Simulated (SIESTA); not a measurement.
Ta:

```
Ta
1.0
    -1.65128    1.65128    1.65128
     1.65128   -1.65128    1.65128
     1.65128    1.65128   -1.65128
Ta
1
Direct
  0.00000 0.00000 0.00000
```

Base run:

```yaml
Program: SIESTA 5.4.2
Functional: PBE
Potentials_or_basis: PseudoDojo 0.4 standard (PBE files)
Basis: DZP (energy shift 0.003 Ry; two zetas on semicore shells)
Grid_cutoff: 800 Ry
Energy_shift: 0.003 Ry
k_mesh: 11 × 11 × 11
Occupations: fermi-dirac, width 0.05 eV
Spin: no spin polarisation
```

Its results: band gap on the k mesh none (metal or under the smearing width); pressure 3.3 GPa.

Q: The run is repeated on the same cell with these changes: basis from DZP (energy shift 0.003 Ry; two zetas on semicore shells) to DZP (energy shift 0.01 Ry); energy shift from 0.003 Ry to 0.01 Ry. What comes out?

A: Band gap on the k mesh none (metal or under the smearing width); pressure 0.1 GPa.

Caveats: the basis of atomic orbitals isn't converged, which shifts pressures, moduli and gaps; short orbitals over semicore shells can move pressures by several GPa (some runs); semicore shells carry a single zeta, which can move pressures by several GPa and volumes by a few percent (some runs).

Not every run made on this cell is shown here.
